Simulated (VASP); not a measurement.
KI, 2 atoms in the cell. It takes space group Fm-3m (No. 225, cubic). The conventional cell has a = 7.066 Å, b = 7.066 Å, c = 7.066 Å, α = 90.00°, β = 90.00°, γ = 90.00°. I (site symmetry m-3m) has 6 K at 3.53 Å as nearest neighbours. K (site symmetry m-3m) has 6 I at 3.53 Å as nearest neighbours. 

```yaml
Program: VASP 6.6.1
Task: single point
Functional: PBEsol
Potentials_or_basis: VASP PAW PBE potentials, release 64 (I, K_sv)
Cutoff: 520 eV
k_mesh: 7 × 7 × 7
Occupations: gaussian, width 0.02 eV
Spin: no spin polarisation
Further_INCAR_settings: ALGO = Fast; EDIFF = 1e-06
```

Potentials or basis: VASP PAW PBE potentials, release 64 (I, K_sv).

Run with:

```sh
$ cat potpaw_PBE.64/I/POTCAR potpaw_PBE.64/K_sv/POTCAR > POTCAR
$ mpirun -np 1 vasp_std > vasp.out
```

Hardware: 1 thread of Intel(R) Xeon(R) Platinum 8375C CPU @ 2.90GHz (Ice Lake), on a shared host.

Q: How long does it take, and how much memory?

A: It took 59 s on 1 thread of Intel(R) Xeon(R) Platinum 8375C CPU @ 2.90GHz (Ice Lake), with other jobs on the host, peak memory 0.23 GiB. Counts: scf iterations 15, k points 20.
